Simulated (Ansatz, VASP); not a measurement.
This is a calculation of NaCl for VASP 6.6.1.

INCAR

```
  PREC = Accurate
  ENCUT = 520
  EDIFF = 1E-7
  ISMEAR = -1
  SIGMA = 0.05
  LREAL = False
  LASPH = True
  NELM = 80
  ALGO = Normal
  ISIF = 2
  LWAVE = False
  LCHARG = False
  GGA = PE
  NBANDS = 14
```

File KPOINTS:

```
Automatic mesh
0
Gamma
  8 8 8
```

The input POSCAR:

```
NaCl
1.0
    0.0000000000      2.7563009776      2.7563009776
    2.7563009776      0.0000000000      2.7563009776
    2.7563009776      2.7563009776      0.0000000000
Cl Na
1 1
Direct
    0.5000000000      0.5000000000      0.5000000000
    0.0000000000      0.0000000000      0.0000000000
```

Potentials or basis: VASP PAW PBE potentials, release 64 (Cl, Na_pv).

Launch:

```console
$ cat potpaw_PBE.64/Cl/POTCAR potpaw_PBE.64/Na_pv/POTCAR > POTCAR
$ mpirun -np 1 vasp_std > vasp.out
```

Translate it to Ansatz 0.2.0. Potentials there: all-electron LAPW, scalar-relativistic.

As run (the cutoff follows the program's own potentials):

input.yaml

```yaml
crystal:
  lattice:
    - [0.0, 2.7563009776, 2.7563009776]
    - [2.7563009776, 0.0, 2.7563009776]
    - [2.7563009776, 2.7563009776, 0.0]
  atoms:
    - { symbol: Cl, position: [0.5, 0.5, 0.5] }
    - { symbol: Na, position: [0.0, 0.0, 0.0] }
kpoints:
  mp_grid: { grid: [8, 8, 8] }
scf:
  occupations: { method: fermi_dirac, width: 0.05 }
hamiltonian:
  xc: pbe
  pseudopotentials: { kind: all_electron, lapw: { basis_error: 0.0005 } }
output:
  forces: true
  stress: true
  eigenvalues: true
```

Potentials or basis: all-electron LAPW, scalar-relativistic.

Run with:

```bash
$ ansatz run input.yaml --threads 1 --pin off --max-ram 3072MiB --backend cpu --events-out ev --progress --plain --runs-dir out
```

Both were run:

|  | VASP | Ansatz | Ansatz less VASP |
| --- | --- | --- | --- |
| gap on the k mesh at the Fermi level (eV) | 5.39 | 5.39 | 0.000 |
| least direct gap on the mesh (eV) | 5.39 | 5.39 | 0.000 |
| pressure (GPa) | 2.9 | 2.9 | +0.04 |

Ansatz ran all-electron here, so the differences hold the error of VASP's frozen core and of both bases.
